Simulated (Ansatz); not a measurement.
What a change of settings does: BaO

First run: DFT, PBE, all-electron LAPW, scalar-relativistic (Ansatz 0.2.0).

Command: `ansatz run input.yaml --threads 1 --pin off --max-ram 2048MiB --backend cpu --events-out ev --progress --plain --runs-dir out` It took 12 s on 1 thread of Arm Neoverse V1, with other jobs on the host, peak memory 0.3 GiB.

```yaml
crystal:
  lattice:
    - [0.0, 2.7866620689, 2.7866620689]
    - [2.7866620689, 0.0, 2.7866620689]
    - [2.7866620689, 2.7866620689, 0.0]
  atoms:
    - { symbol: Ba, position: [0.0, 0.0, 0.0] }
    - { symbol: O, position: [0.5, 0.5, 0.5] }
kpoints:
  mp_grid: { grid: [9, 9, 9] }
scf:
  occupations: { method: fermi_dirac, width: 0.02 }
hamiltonian:
  xc: pbe
  pseudopotentials: { kind: all_electron, lapw: { basis_error: 0.0005 } }
output:
  forces: true
  stress: true
  eigenvalues: true
relax:
  f_tol: 0.005
  max_steps: 12
  cell: {}
```

The cell comes from a relaxation on PAW files under the same functional, begun from a database entry that needn't be the ground state.

This run: cell and atoms relaxed.

It converges in 11 SCF iterations over all geometries at a pressure of 0.02 GPa, ending at 21.64 Å³/atom.

The input is then changed:

```diff
   occupations: { method: fermi_dirac, width: 0.02 }
+  convergence: { dr2_threshold: 1.0e-11 }
 hamiltonian:
   pseudopotentials: { kind: all_electron, lapw: { basis_error: 0.0005 } }
+  dispersion: d3bjatm
 output:
```

What does the second run give?

It converges in 34 SCF iterations over all geometries at a pressure of 0.00 GPa, ending at 21.17 Å³/atom. More than one line changes, and not each need have an effect.
